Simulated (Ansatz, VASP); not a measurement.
## Si: VASP beside Ansatz

```
CELL_PARAMETERS angstrom
0.00000 2.65320 2.65320
2.65320 0.00000 2.65320
2.65320 2.65320 0.00000
ATOMIC_POSITIONS crystal
Si 0.75000 0.75000 0.75000
Si 0.50000 0.50000 0.50000
```

Alike in both runs: functional PBEsol; k mesh 12 × 12 × 12; no spin polarisation.

Ansatz relaxed the structure, and its values are those at the end. VASP's run is a single point on that final structure, the one shown.

```csv
,VASP,Ansatz
version,VASP 6.6.1,Ansatz 0.2.0
potentials or method,"VASP PAW PBE potentials, release 64 (Si)","scalar-relativistic, plane waves, PAW"
plane-wave cutoff (eV),520,420
occupations,"gaussian, width 0.01 eV",fixed
valence electrons in the cell,8,8
```

```tsv
	VASP	Ansatz	Ansatz less VASP
gap on the k mesh at the Fermi level (eV)	0.32	0.33	+0.006
least direct gap on the mesh (eV)	2.54	2.54	+0.003
pressure (GPa)	7.9	7.7	-0.14
```

Caveats: the PAW data sets were made with another functional, which shifts forces and pressure a little (VASP). A k mesh can miss the band edges.
